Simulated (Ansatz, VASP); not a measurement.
**SiO2 in VASP and in Ansatz**

INCAR

```
SYSTEM = SiO2
PREC = Accurate
ENCUT = 520
EDIFF = 1E-7
ISMEAR = 0
SIGMA = 0.05
LREAL = .FALSE.
LASPH = .TRUE.
NELM = 100
ALGO = Normal
ISIF = 2
LWAVE = .FALSE.
LCHARG = .TRUE.
GGA = CA
LELF = .TRUE.
LVHAR = .TRUE.
NBANDS = 25
```

The input KPOINTS:

```
regular mesh
0
G
  6 6 10
  0 0 0
```

The input POSCAR:

```
SiO2
1.0
    4.3658361094      0.0000000000      0.0000000000
    0.0000000000      4.3658361094      0.0000000000
    0.0000000000      0.0000000000      2.7962503753
Si O
2 4
Direct
    0.5000000000      0.5000000000      0.5000000000
    0.0000000000      0.0000000000      0.0000000000
    0.6944252994      0.6944252994      0.0000000000
    0.1944252994      0.8055747006      0.5000000000
    0.3055747006      0.3055747006      0.0000000000
    0.8055747006      0.1944252994      0.5000000000
```

Input for Ansatz:

```yaml
crystal:
  lattice:
    - [4.3658361094, 0.0, 0.0]
    - [0.0, 4.3658361094, 0.0]
    - [0.0, 0.0, 2.7962503753]
  atoms:
    - { symbol: Si, position: [0.5, 0.5, 0.5] }
    - { symbol: Si, position: [0.0, 0.0, 0.0] }
    - { symbol: O, position: [0.6944252994, 0.6944252994, 0.0] }
    - { symbol: O, position: [0.1944252994, 0.8055747006, 0.5] }
    - { symbol: O, position: [0.3055747006, 0.3055747006, 0.0] }
    - { symbol: O, position: [0.8055747006, 0.1944252994, 0.5] }
basis:
  ecutwfc: 520.0
kpoints:
  mp_grid: { grid: [6, 6, 10] }
hamiltonian:
  xc: lda
  pseudopotentials: { kind: paw, azcp: { folder: soft_1 } }
scf:
  occupations: { method: gaussian, width: 0.05 }
output:
  forces: true
  stress: true
  eigenvalues: true
  write_density: true
  write_potential: true
  elf: true
  volumetric_format: npy
```

Alike in both runs: task single point; functional LDA; k mesh 6 × 6 × 10; occupations gaussian, width 0.05 eV; no spin polarisation.

|  | VASP | Ansatz |
| --- | --- | --- |
| version | VASP 6.6.1 | Ansatz 0.2.0 |
| potentials or method | VASP PAW LDA potentials, release 64 (Si, O) | scalar-relativistic, plane waves, PAW |
| plane-wave cutoff (eV) | 520 | 520 |
| valence electrons in the cell | 32 | 32 |

```tsv
	VASP	Ansatz	Ansatz less VASP
gap on the k mesh at the Fermi level (eV)	3.31	3.32	+0.004
least direct gap on the mesh (eV)	3.31	3.32	+0.004
rms of the force components (eV/Å)	0.369	0.382	+0.0138
```

Atom by atom the forces differ by 0.014 eV/Å (rms over components). Ansatz warned: «pseudo_functional_mismatch».
